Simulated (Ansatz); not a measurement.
# What a trial cell of Tl relaxes into

Computed with Ansatz 0.2.0, DFT PBE, scalar-relativistic, plane waves, PAW. Cutoff 420 eV, Γ-centred k mesh, Gaussian smearing, no spin polarisation in the final step.

The start is a random cell of Tl with space group P-62m (No. 189), drawn with lower limits on the distances.

```
Tl
1.0
     4.76411    0.00000    0.00000
    -2.38205    4.12584    0.00000
     0.00000    0.00000    5.66000
Tl
3
Direct
  0.00000 0.59376 0.50000
  0.40624 0.40624 0.50000
  0.59376 0.00000 0.50000
```

Cell and atoms relax at zero pressure; the relaxation can't lower the symmetry of the start. After a coarse first stage the cell is made exact in the group found at 0.06 Å.

Energies count from the standard state of Tl at the same level.

(1) What does it relax into?

(2) What are its volume, energy, density and gap?

## Answers

(1) It ends in P6/mmm (No. 191). The result has the simple hexagonal structure. Conventional cell: a = 3.407 Å, c = 3.280 Å. Around Tl lie 8 Tl at 3.28–3.41 Å.

```cif
data_structure
_symmetry_space_group_name_H-M 'P6/mmm'
_symmetry_Int_Tables_number 191
_cell_length_a 3.4074
_cell_length_b 3.4074
_cell_length_c 3.2795
_cell_angle_alpha 90.000
_cell_angle_beta 90.000
_cell_angle_gamma 120.000
_cell_volume 32.98
loop_
_atom_site_label
_atom_site_type_symbol
_atom_site_symmetry_multiplicity
_atom_site_Wyckoff_symbol
_atom_site_fract_x
_atom_site_fract_y
_atom_site_fract_z
_atom_site_occupancy
Tl1 Tl 1 b 0.00000 0.00000 0.50000 1
```

(2) The volume per atom is 32.98 Å³ and the density is 10.29 g/cm³. The energy over the standard structure is 0.08 eV/atom and the gap on the 18×18×16 mesh is 0 eV (a metal).

The final run used a 18×18×16 mesh on its 1-atom cell and 0.10 eV smearing. For metals, differences of a few meV/atom aren't resolved. Spin–orbit coupling is left out. Symmetry constrained the relaxation, so the result can be a saddle point.